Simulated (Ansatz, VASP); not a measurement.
SiO2 in VASP and in Ansatz

The input INCAR:

```
SYSTEM = SiO2
  PREC = Accurate
  ENCUT = 600
  EDIFF = 1E-6
  ISMEAR = -1
  SIGMA = 0.1
  LREAL = .FALSE.
  LASPH = .TRUE.
  NELM = 60
  ALGO = Normal
  ISIF = 3
  LWAVE = .FALSE.
  LCHARG = .FALSE.
  GGA = CA
  IBRION = 2
  NSW = 60
  EDIFFG = -0.01
```

The input KPOINTS:

```
regular mesh
0
G
  4 4 7
  0 0 0
```

POSCAR

```
SiO2
1.0
    4.1892883500      0.0000000000      0.0000000000
    0.0000000000      4.1892883500      0.0000000000
    0.0000000000      0.0000000000      2.6701772400
Si O
2 4
Direct
    0.0000000000      0.0000000000      0.0000000000
    0.5000000000      0.5000000000      0.5000000000
    0.3059000000      0.3059000000      0.0000000000
    0.1941000000      0.8059000000      0.5000000000
    0.6941000000      0.6941000000      0.0000000000
    0.8059000000      0.1941000000      0.5000000000
```

Input for Ansatz:

```yaml
crystal:
  lattice:
    - [4.18928835, 0.0, 0.0]
    - [0.0, 4.18928835, 0.0]
    - [0.0, 0.0, 2.67017724]
  atoms:
    - { symbol: Si, position: [0.0, 0.0, 0.0] }
    - { symbol: Si, position: [0.5, 0.5, 0.5] }
    - { symbol: O, position: [0.3059, 0.3059, 0.0] }
    - { symbol: O, position: [0.1941, 0.8059, 0.5] }
    - { symbol: O, position: [0.6941, 0.6941, 0.0] }
    - { symbol: O, position: [0.8059, 0.1941, 0.5] }
  symmetry: { tolerance: 0.0003 }
kpoints:
  mp_grid: { grid: [4, 4, 7], shift: [0, 0, 0] }
magnetization:
  spin_polarized: false
scf:
  occupations: { method: fermi_dirac }
hamiltonian:
  pseudopotentials: { kind: paw }
  xc: lda
basis:
  ecutwfc: 420
output:
  forces: true
  stress: true
  eigenvalues: true
  write_density: true
  write_potential: true
  elf: true
  volumetric_format: npy
relax:
  max_steps: 40
  cell: {}
```

Alike in both runs: task relaxation of cell and atoms; functional LDA; k mesh 4 × 4 × 7; no spin polarisation.

```csv
,VASP,Ansatz
version,VASP 6.6.1,Ansatz 0.2.0
potentials or method,"VASP PAW LDA potentials, release 64 (Si, O)",PAW plane waves
plane-wave cutoff (eV),600,420
occupations,"fermi-dirac, width 0.1 eV",fermi-dirac
valence electrons in the cell,32,32
```

```csv
,VASP,Ansatz,Ansatz less VASP
"gap on the k mesh at the Fermi level, each at its own relaxed structure (eV)",5.78,5.81,+0.028
relaxed volume (Å³/atom),7.67,7.66,-0.010
relaxed cell length with the largest relative difference (Å),2.666,2.661,-0.0050
energy change over the relaxation (meV/atom),-3,-3,-0.3
```

Expect the measured gap to be larger: semilocal functionals such as LDA lack the derivative discontinuity. Zero-point motion and thermal expansion aren't in these numbers. LDA usually gives volumes a few per cent too small.
